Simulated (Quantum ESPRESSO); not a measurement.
Pt, 1 atom in the cell. The typed cell holds 1 atom: a = 2.716 Å, b = 2.768 Å, c = 2.698 Å, α = 110.68°, β = 107.29°, γ = 108.83°. This isn't the form of Pt at room conditions, which is fcc. The cell isn't the ideal one: cell strained at random at fixed volume.

- Program: Quantum ESPRESSO 7.5
- Task: single point
- Functional: PBE
- Potentials or basis: SSSP 1.3 efficiency PBE
- Cutoff: 748 eV
- Density cutoff: 5987 eV
- k mesh: 12 × 12 × 12
- Occupations: fermi-dirac, width 0.05 eV
- Spin: no spin polarisation
- Mixing beta: 0.5
- Most SCF iterations: 120
- SCF threshold: 2e-10 Ry

Potentials or basis: SSSP 1.3 efficiency PBE.

Command:

```sh
$ OMP_NUM_THREADS=1 pw.x -in pw.in > pw.out
```

Hardware: 1 thread of Arm Neoverse V2, with other jobs on the host.

Problem. How long does it take, and how much memory?

Solution. Wall time 76 s on 1 thread of Arm Neoverse V2 (shared host), peak memory 0.22 GiB. Counts: scf iterations 8, bands 14, k points 868, g dense 16741.
